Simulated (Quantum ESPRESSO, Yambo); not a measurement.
# BaS (Fm-3m): G0W0 on several meshes in Yambo, part 2 of 2

Aim: the GW shift of BaS (Fm-3m) against the k mesh.

Quantum ESPRESSO 7.5 and Yambo 5.3.0; PBE and many-body steps on it, plane waves. Known limits of the many-body steps: not at the basis limit; no spin-orbit coupling; coarse k mesh.

So far. Step 4 (4×4×4): The gap on the mesh goes from 2.15 eV to 3.65 eV, a correction of +1.51 eV. Step 5 (Empty states on the mesh, 2×2×2 mesh, 321 bands): On this mesh the gap is 2.146 eV.

### Step 6. Conversion and set-up

This step: Yambo 5.3.0; conversion and set-up on PBE, plane waves, norm-conserving pseudopotentials.

Command:

```
> (cd o/x.save; p2y > p2y.log; mv SAVE ../..); yambo > setup.log
```

Log:

```text
 Yambo, version 5.3.0

 [02] CORE Variables Setup
 =========================

  [02.01] Unit cells
  ==================

  Cell kind             :  FCC
  Atoms in the cell     :  Ba  S
  number of Ba atoms    :  1
  number of S  atoms    :  1

  List of atomic masses
  Mass of Ba    :  137.3300
  Mass of S     :  32.06000

  List of atomic coordinates    : [cc]
  Ba1       :  0.000000  0.000000  0.000000  order 1
  S1       :  6.035313  6.035313  6.035313  order 2

  Alat factors          :  6.035313  6.035313  6.035313 [a.u.]
  Direct lattice volume :  439.6725 [a.u.]
[...]
0.000000  0.000000  0.000000  0.000000  0.000000  0.000000  0.000000  0.000000

 [03] Transferred momenta grid and indexing
 ==========================================

 IBZ Q-points                                      :  3
 BZ  Q-points                                      :   8

 K/Q-points units:
 rlu = crystal or reduced units; cc = cartesian coordinates; iku = interal k-units

 Q [1]          [rlu]:  0.000000  0.000000  0.000000
 Q [2]          [rlu]: -0.14863E-16 -0.14863E-16 -0.50000
 Q [3]          [rlu]: -0.14898E-16 -0.50000     -0.50000

  [03.01] X indexes
  =================

   [03.01.01] Sigma indexes
   ========================

 [06] Game Over & Game summary
```

Elapsed: 2 s, on 1 MPI rank of Arm Neoverse V1, shared host; peak memory 0.24 GiB.

### Step 7. 2×2×2

This step: G0W0 on PBE, plane waves, norm-conserving pseudopotentials.

Input file gw11.in:

```
HF_and_locXC
gw0
dyson
ppa
em1d
rim_cut
RandQpts= 1000000
RandGvec= 1 RL
EXXRLvcs= 40 Ry
VXCRLvcs= 160 Ry
Chimod= "HARTREE"
% BndsRnXp
 1 | 321 |
%
NGsBlkXp= 17 Ry
% LongDrXp
 1 | 1 | 1 |
%
% GbndRnge
 1 | 321 |
%
DysSolver= "n"
ExtendOut
PPAPntXp= 27.21138 eV
% QPkrange
 1 | 1 | 7 | 10 |
 3 | 3 | 7 | 10 |
%
```

Command:

```
> OMP_NUM_THREADS=1 mpirun -n 4 yambo -F gw11.in -J gw11 -C gw11 > gw11.log
```

Log:

```text
 Yambo, version 5.3.0

 [02] CORE Variables Setup
 =========================

  [... cell, symmetries and grids as in the set-up ...]

  [02.05] Energies & Occupations
  ==============================

  [X] === General ===
  [X] Electronic Temperature                        :  0.000000  0.000000 [eV K]
  [X] Bosonic    Temperature                        :  0.000000  0.000000 [eV K]
  [X] Finite Temperature mode                       : no
  [X] El. density                                   :  0.24558E+24 [cm-3]
  [X] Fermi Level                                   :  5.894091 [eV]

  [X] === Gaps and Widths ===
  [X] Conduction Band Min                           :  2.146280 [eV]
  [X] Valence Band Max                              :  0.000000 [eV]
  [X] Filled Bands                                  :   8
  [X] Empty Bands                                   :     9   321
  [X] Direct Gap                                    :  2.272370 [eV]
  [X] Direct Gap localized at k                     :  3
  [X] Indirect Gap                                  :  2.146280 [eV]
  [X] Indirect Gap between kpts                     :  1  3
  [X] Last valence band width                       :  1.057937 [eV]
  [X] 1st conduction band width                     :  3.430145 [eV]

 [03] Transferred momenta grid and indexing
 ==========================================

 IBZ Q-points                                      :  3
 BZ  Q-points                                      :   8

 K/Q-points units:
 rlu = crystal or reduced units; cc = cartesian coordinates; iku = interal k-units

 Q [1]          [rlu]:  0.000000  0.000000  0.000000
 Q [2]          [rlu]: -0.14863E-16 -0.14863E-16 -0.50000
 Q [3]          [rlu]: -0.14898E-16 -0.50000     -0.50000

 [04] Coloumb potential Random Integration (RIM)
[...]
[Hartree-Fock] El. density                        :  0.24558E+24 [cm-3]
  [Hartree-Fock] Fermi Level                        :  5.894091 [eV]

  [Hartree-Fock] === Gaps and Widths ===
  [Hartree-Fock] Conduction Band Min                :  5.576426 [eV]
  [Hartree-Fock] Valence Band Max                   : -1.057937 [eV]
  [Hartree-Fock] Filled Bands                       :   8
  [Hartree-Fock] Empty Bands                        :     9   321
  [Hartree-Fock] Direct Gap                         :  6.634363 [eV]
  [Hartree-Fock] Direct Gap localized at k          :  2
  [Hartree-Fock] Indirect Gap                       :  6.634363 [eV]
  [Hartree-Fock] Indirect Gap between kpts          :  2  2
  [Hartree-Fock] Last valence band width            :  2.159586 [eV]
  [Hartree-Fock] 1st conduction band width          :  2.276160 [eV]

 [08] Dyson equation: Newton solver
 ==================================

  [08.01] G0W0 (W PPA)
  ====================

  [  GW  ] Bands range     :     1   321
  [GW/PPA] G damping       :  0.100000 [eV]

  QP @ state[ 1 ] K range:  1  1
  QP @ state[ 1 ] b range:   7  10
  QP @ state[ 2 ] K range:  3  3
  QP @ state[ 2 ] b range:   7  10

   Sc/G bands                                       :     1   321
   Sc/G damping                                     :  0.100000 ev
   Sc bands terminator                              : no
   Sx RL components                                 :  1917

   QP @ state[ 1 ] K range                          :  1  1
   QP @ state[ 1 ] b range                          :   7  10
   QP @ state[ 2 ] K range                          :  3  3
   QP @ state[ 2 ] b range                          :   7  10
   GF energies kind                                 : Perdew, Burke & Ernzerhof(X)+Perdew, Burke & Ernzerhof(C)
   GF WF`s kind                                     : Perdew, Burke & Ernzerhof(X)+Perdew, Burke & Ernzerhof(C)
   Xs energies kind                                 : Perdew, Burke & Ernzerhof(X)+Perdew, Burke & Ernzerhof(C)
   Xs WF`s kind                                     : Perdew, Burke & Ernzerhof(X)+Perdew, Burke & Ernzerhof(C)

 [11] Game Over & Game summary
```

It took 61 s on 4 MPI ranks; peak memory 1.3 GiB; 4 min of CPU time.

Numbers from this step:

* G0W0 gap on the points computed: 3.417 eV
* starting gap on the mesh: 2.146 eV
* k of the valence top: 0, 0, 0
* k of the conduction bottom: 0, -0.5, -0.5
* least direct G0W0 gap on the computed points: 3.545 eV
* Z at the valence top: 0.7865
* Z at the conduction bottom: 0.8277

Against G0W0 in Yambo (4×4×4 mesh, 321 bands, screening to 231.3 eV, Godby-Needs plasmon pole), the gap moves by −0.235 eV.

### Step 8. Side by side

Times are wall times on 4 MPI ranks of Arm Neoverse V1, shared host, good to a factor of about two.

| run | mesh | bands | screening cutoff (eV) | DFT gap (eV) | gap on the mesh (eV) | direct (eV) | time |
| --- | --- | --- | --- | --- | --- | --- | --- |
| 4×4×4 | 4×4×4 | 321 | 231.3 | 2.146 | 3.652 | 3.795 | 9.4 min |
| 2×2×2 | 2×2×2 | 321 | 231.3 | 2.146 | 3.417 | 3.545 | 61 s |

### Step 9. What came out

* 4×4×4: 3.652 eV
* 2×2×2: 3.417 eV
* known limits: not at the basis limit; no spin-orbit coupling; coarse k mesh

What this shows: 2×2×2: −0.235 eV against 4×4×4. Bands and cutoff are finite, so the gap is not at the basis limit. The miss can reach some tenths of an eV and take either sign; the mesh is an error of its own. In the G0W0 runs levels were corrected at 2 k points alone, so a gap called «on the mesh» is the least over those, and an edge elsewhere would be missed. The many-body steps are scalar-relativistic: spin-orbit coupling is not in them.

[Paths, hosts, dates, memory and timing lines, banners, echoed tables and standing remarks are left out of the program output.]

[Logs are printed without paths, hosts, clocks, repeated set-up lines and the standing remarks that a program may print on its own settings, such as how far it seeks lower states.]

[Runs of the session that timed out or met a known fault of the program may be left out.]

[Hosts, paths, dates, database ids (printed as entryN), source tags and the programs' standing remarks are cut or masked in the printed files.]
